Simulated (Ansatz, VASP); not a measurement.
**One calculation of V, two programs**

```
V
1.0
     2.57371    0.00000    0.00000
    -1.28685    2.22890    0.00000
     0.00000    0.00000    4.64199
V
2
Direct
  0.33333 0.66667 0.25000
  0.66667 0.33333 0.75000
```

Alike in both runs: functional PBEsol; k mesh 18 × 18 × 10; occupations gaussian, width 0.1 eV; no spin polarisation.

Ansatz relaxed the structure, and its values are those at the end. VASP's run is a single point on that final structure, the one shown.

```csv
,VASP,Ansatz
version,VASP 6.6.1,Ansatz 0.2.0
potentials or method,"VASP PAW PBE potentials, release 64 (V_sv)","scalar-relativistic, plane waves, PAW"
plane-wave cutoff (eV),520,420
valence electrons in the cell,26,26
```

VASP gave:

| Property | Result |
| --- | --- |
| gap on the k mesh at the Fermi level (eV) | none |
| pressure (GPa) | 0.1 |

Estimate Ansatz's values.

gap on the k mesh at the Fermi level (eV): none; pressure (GPa): 0.0.

A gap of «none» marks a metal or a gap that the smearing closes. With one functional, cell and mesh, what is left measures potentials, basis and numerics.

Caveats: the PAW data sets were made with another functional, which shifts forces and pressure a little (VASP).
